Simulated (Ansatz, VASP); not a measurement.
# BAs: VASP beside Ansatz

```
B As
1.0
     0.00000    2.26948    2.26948
     2.26948    0.00000    2.26948
     2.26948    2.26948    0.00000
B As
1 1
Direct
  0.00000 0.00000 0.00000
  0.50000 0.50000 0.50000
```

Alike in both runs: functional LDA; k mesh 16 × 16 × 16; occupations fermi-dirac, width 0.08 eV; no spin polarisation.

Ansatz relaxed the structure, and its values are those at the end. VASP's run is a single point on that final structure, the one shown.

|  | VASP | Ansatz |
| --- | --- | --- |
| version | VASP 6.6.1 | Ansatz 0.2.0 |
| potentials or method | VASP PAW LDA potentials, release 64 (B, As) | PAW with Ansatz's default frozen-core files, scalar-relativistic |
| plane-wave cutoff (eV) | 520 | 420 |
| valence electrons in the cell | 8 | 18 |

|  | VASP | Ansatz | Ansatz less VASP |
| --- | --- | --- | --- |
| pressure (GPa) | 0.7 | 0.0 | -0.69 |

The two sets of potentials don't hold the same shells in valence.
